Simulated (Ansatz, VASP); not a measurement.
One calculation of H, two programs

The input INCAR:

```
  ALGO = Normal
  EDIFF = 1E-6
  ENCUT = 520
  GGA = PS
  ISIF = 2
  ISMEAR = 0
  LASPH = T
  LCHARG = T
  LELF = T
  LREAL = F
  LVHAR = T
  LWAVE = F
  NBANDS = 10
  NELM = 80
  PREC = Accurate
  SIGMA = 0.05
```

The input KPOINTS:

```
k-points
0
Gamma
  9 9 6
```

POSCAR

```
H
1.0
    3.7781820024      0.0000000000      0.0000000000
   -1.8890910012      3.2720015942      0.0000000000
    0.0000000000      0.0000000000      5.2135120241
H
4
Direct
    0.3333333333      0.6666666667      0.1764958800
    0.6666666667      0.3333333333      0.6764958800
    0.6666666667      0.3333333333      0.8235041200
    0.3333333333      0.6666666667      0.3235041200
```

Input for Ansatz:

```yaml
crystal:
  lattice:
    - [3.7781820024, 0.0, 0.0]
    - [-1.8890910012, 3.2720015942, 0.0]
    - [0.0, 0.0, 5.2135120241]
  atoms:
    - { symbol: H, position: [0.3333333333, 0.6666666667, 0.17649588] }
    - { symbol: H, position: [0.6666666667, 0.3333333333, 0.67649588] }
    - { symbol: H, position: [0.6666666667, 0.3333333333, 0.82350412] }
    - { symbol: H, position: [0.3333333333, 0.6666666667, 0.32350412] }
basis:
  ecutwfc: 420
kpoints:
  mp_grid: { grid: [9, 9, 6] }
hamiltonian:
  xc: pbesol
scf:
  occupations: { method: gaussian, width: 0.05 }
output:
  forces: true
  stress: true
  eigenvalues: true
```

Alike in both runs: task single point; functional PBEsol; k mesh 9 × 9 × 6; occupations gaussian, width 0.05 eV; no spin polarisation.

|  | VASP | Ansatz |
| --- | --- | --- |
| version | VASP 6.6.1 | Ansatz 0.2.0 |
| potentials or method | VASP PAW PBE potentials, release 64 (H) | scalar-relativistic, plane waves, PAW |
| plane-wave cutoff (eV) | 520 | 420 |
| valence electrons in the cell | 4 | 4 |

```tsv
	VASP	Ansatz	Ansatz less VASP
gap on the k mesh at the Fermi level (eV)	8.88	8.88	+0.001
least direct gap on the mesh (eV)	8.88	8.88	+0.001
pressure (GPa)	-0.4	-0.3	+0.13
largest component of the traceless stress (GPa)	0.64	0.63	-0.008
rms of the force components (eV/Å)	0.134	0.137	+0.0025
```

Atom by atom the forces differ by 0.003 eV/Å (rms over components).

Caveats: the PAW data sets were made with another functional, which shifts forces and pressure a little (VASP); an odd mesh through Γ misses points on the zone boundary, where band edges often lie.
